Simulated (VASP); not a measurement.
# HgTe (strained zincblende), r²SCAN single-point calculation: Ansatz's output and VASP's

```yaml
crystal:
  lattice:
    - [0.00000, 3.15759, 3.15759]
    - [3.15759, 0.00000, 3.15759]
    - [3.15759, 3.15759, 0.00000]
  atoms:
    - { symbol: Hg, position: [0.00000, 0.00000, 0.00000] }
    - { symbol: Te, position: [0.25000, 0.25000, 0.25000] }
```

Ansatz printed

```
SCF 1 converged in 6 iterations: F = -20822.885611 eV  dr2 = 1.15e-8
  greatest PAW one-centre occupation: 1.001 electrons in one spin orbital (limit 2), on the Hg atom at site 0 (counted from 0), in its partial waves of l = 0
NSCF: frozen V_eff on 6 k-points
SCF converged after 6 iterations
Free energy (F): -20822.885611 eV
Harris-Foulkes:  -20822.885611 eV  (|F-HF|=9.77e-9)
Internal energy: -20822.885258 eV  (E = F + TS)
E sigma→0 (E₀):  -20822.885434 eV
Entropy (-TS):   -0.000354 eV (-0.177 meV/atom)
Fermi energy:    9.713501 eV
--- Per-component energies (eV) ---
  E_band       = -775.604637
  E_kinetic    = 785.858339
  E_local      = -4654.810762  (includes V_loc(G=0)·N_el)
  E_nonlocal   = -236.410483
  E_hartree    = 2278.426695
  E_xc         = -324.154101
  E_vxc        = -402.868059  (∫ρ·V_xc dr)
  E_paw        = -14657.808934  (= ΣΔE_a)
  E_vpaw       = -851.273966  (= ΣTr[D̂ρ^β])
  E_aug_tail   = 0.000346  (compensation charges beyond the density's cutoff)
  E_vtau       = 27.047853  (kinetic-family band-sum trace: ∫τ·v_τ [+ j·A + Jᵃ·Aᵃ] dr)
  E_ewald      = -4014.122284
  E_core_change = 0.135928  (= ΣΔE_core)
  E_smearing   = -0.000354  (= −TS)
  E_closure    = -0.000000  (closes the sum)
  Σ components = -20822.885611   (vs F -20822.885611, Δ=0.00e0)
--- Forces (eV/Å), atoms counted from 1 ---
  atom   1  Hg     0.00000000    -0.00000000    -0.00000000
  atom   2  Te    -0.00000000     0.00000000    -0.00000000
  max |Σ_I F_I| component: 1.11e-16 eV/Å
--- Stress (GPa, compression-positive) ---
        6.610545       0.000000      -0.000000
       -0.000000       6.610545       0.000000
       -0.000000       0.000000       6.610545
  P = ⅓ Tr σ = 6.6105 GPa (66.105 kbar)
--- Band table (eV; the first three rows and the last of 16) ---
  k-point 0: bands = ["-107.8899", "-55.7346", "-55.7346", "-55.7346", "-28.1090", "-28.1090", "-28.1090", "-28.0944", "-28.0944", "-3.2607", "1.5859", "1.5859", "1.5859", "2.2486", "2.2486", "9.4862", "9.6996", "9.6996", "9.6996", "14.1310", "14.1310", "14.1310"]
  k-point 1: bands = ["-107.8898", "-55.7347", "-55.7346", "-55.7346", "-28.1092", "-28.1090", "-28.1090", "-28.0943", "-28.0943", "-3.1001", "1.6304", "1.6304", "1.6480", "2.2450", "2.2450", "7.3154", "9.3518", "9.3518", "10.8315", "14.2660", "14.5600", "14.5600"]
  k-point 2: bands = ["-107.8898", "-55.7348", "-55.7347", "-55.7347", "-28.1096", "-28.1088", "-28.1088", "-28.0942", "-28.0942", "-2.7530", "1.7083", "1.7083", "1.9868", "2.2562", "2.2562", "4.9906", "8.7772", "8.7772", "10.7846", "14.9905", "14.9905", "16.0312"]
  k-point 15: bands = ["-107.8898", "-55.7349", "-55.7348", "-55.7347", "-28.1101", "-28.1089", "-28.1083", "-28.0944", "-28.0937", "-2.3213", "1.8390", "1.9457", "2.0915", "2.2666", "2.9907", "3.6060", "6.6618", "6.7962", "12.7747", "13.5510", "16.6917", "16.7634"]
```

The two codes use different PAW datasets and cutoffs. VASP's cell holds 18 valence electrons and Ansatz's 36. Ansatz's stress includes a Pulay correction; VASP's doesn't.

Question: What does VASP give for the same cell and level of theory?

Answer: gap between bands v and c 0.00 eV; least direct gap 0.00 eV; pressure 6.7 GPa.

From OUTCAR

```
k-points           NKPTS =     16   k-points in BZ     NKDIM =     16   number of bands    NBANDS=     16

   NELECT =      18.0000    total number of electrons

   dimension x,y,z NGX =    36 NGY =   36 NGZ =   36
   dimension x,y,z NGXF=    72 NGYF=   72 NGZF=   72

  energy-cutoff  :      520.00
  volume of cell :       62.96
      direct lattice vectors                 reciprocal lattice vectors
     0.000000000  3.157591571  3.157591571    -0.158348535  0.158348535  0.158348535
     3.157591571  0.000000000  3.157591571     0.158348535 -0.158348535  0.158348535
     3.157591571  3.157591571  0.000000000     0.158348535  0.158348535 -0.158348535

 k-points in reciprocal lattice and weights: KPOINTS created by Atomic Simulation Env
   0.00000000  0.00000000  0.00000000       0.005
   0.16666667  0.00000000  0.00000000       0.037
   0.33333333  0.00000000  0.00000000       0.037
   0.50000000  0.00000000  0.00000000       0.019
   0.16666667  0.16666667  0.00000000       0.028
   0.33333333  0.16666667  0.00000000       0.111
   0.50000000  0.16666667  0.00000000       0.111
  -0.33333333  0.16666667  0.00000000       0.111
   ...

 E-fermi :   3.6787

 k-point     1 :       0.0000    0.0000    0.0000
  band No.  band energies     occupation
      1      -9.3093      2.00000
      2      -4.4388      2.00000
      3      -4.4388      2.00000
      4      -4.4388      2.00000
      5      -3.7700      2.00000
      6      -3.7700      2.00000
      7       3.4453      1.99998
      8       3.6648      1.33334
      9       3.6648      1.33334
     10       3.6648      1.33334
     11       8.0692      0.00000
     12       8.0692      0.00000
     13       8.0692      0.00000
     14      10.4673      0.00000
     15      13.7937      0.00000
     16      13.7937      0.00000

 k-point     2 :       0.1667    0.0000    0.0000
  band No.  band energies     occupation
      1      -9.1486      2.00000
      2      -4.3941      2.00000
      3      -4.3941      2.00000
      4      -4.3781      2.00000
      5      -3.7737      2.00000
      6      -3.7737      2.00000
      7       1.2692      2.00000
      8       3.3149      2.00000
      9       3.3149      2.00000
     10       4.7945      0.00000
     11       8.2302      0.00000
     12       8.4997      0.00000
     13       8.4997      0.00000
     14      11.8324      0.00000
     15      12.6580      0.00000
     16      12.6580      0.00000

 k-point     3 :       0.3333    0.0000    0.0000
  band No.  band energies     occupation
      1      -8.8009      2.00000
      2      -4.3158      2.00000
      3      -4.3158      2.00000
      4      -4.0424      2.00000
      5      -3.7625      2.00000
      6      -3.7625      2.00000
      7      -1.0582      2.00000
      8       2.7383      2.00000
      9       2.7383      2.00000
     10       4.7415      0.00000
     11       8.9262      0.00000
     12       8.9262      0.00000
     13      10.0204      0.00000
     14      11.5178      0.00000
     15      13.0374      0.00000
     16      13.0374      0.00000

 k-point     4 :       0.5000    0.0000    0.0000
  band No.  band energies     occupation
      1      -8.6133      2.00000
      2      -4.2851      2.00000
      3      -4.2851      2.00000
      4      -3.7442      2.00000
      5      -3.7442      2.00000
      6      -3.3992      2.00000
      7      -2.5021      2.00000
      8       2.4855      2.00000
      9       2.4855      2.00000
     10       4.6259      0.00000
     11       8.9429      0.00000
     12       8.9429      0.00000
     13      10.7787      0.00000
     14      12.2721      0.00000
     15      14.3366      0.00000
     16      14.3366      0.00000

 k-point     5 :       0.1667    0.1667    0.0000
  band No.  band energies     occupation
      1      -9.0942      2.00000
      2      -4.4206      2.00000
      3      -4.3485      2.00000
      4      -4.3485      2.00000
      5      -3.7997      2.00000
      6      -3.7507      2.00000
      7       1.2559      2.00000
      8       2.7786      2.00000
      9       2.7786      2.00000
     10       5.5924      0.00000
     11       7.0618      0.00000
     12       9.2457      0.00000
     13       9.2457      0.00000
     14      11.1895      0.00000
     15      12.6757      0.00000
     16      13.9242      0.00000

 k-point     6 :       0.3333    0.1667    0.0000
  band No.  band energies     occupation
      1      -8.8047      2.00000
      2      -4.3337      2.00000
      3      -4.2573      2.00000
      4      -4.1751      2.00000
      5      -3.7822      2.00000
      6      -3.7353      2.00000
      7      -0.4655      2.00000
      8       2.0351      2.00000
      9       2.1875      2.00000
     10       5.8975      0.00000
     11       7.5431      0.00000
     12       9.4984      0.00000
     13       9.9414      0.00000
     14      11.9689      0.00000
     15      13.5395      0.00000
     16      13.9335      0.00000

 ...

  Total        2.6370449      2.6370449      2.6370449     -0.0000000     -0.0000000     -0.0000000
  in kB       67.1011931     67.1011931     67.1011931     -0.0000000     -0.0000000     -0.0000000
  external PRESSURE =      67.1011931 kB  Pullay stress =       0.0000000 kB

 POSITION                                       TOTAL-FORCE (eV/Angst)
 -----------------------------------------------------------------------------------
      0.00000      0.00000      0.00000         0.000000     -0.000000      0.000000
      1.57880      1.57880      1.57880        -0.000000      0.000000     -0.000000
 -----------------------------------------------------------------------------------
    total drift:                               -0.000000     -0.000000     -0.000000

  FREE ENERGIE OF THE ION-ELECTRON SYSTEM (eV)
  ---------------------------------------------------
  free  energy   TOTEN  =       -74.9998790616 eV

  energy  without entropy=      -74.9995254229  energy(sigma->0) =      -74.99970224
```
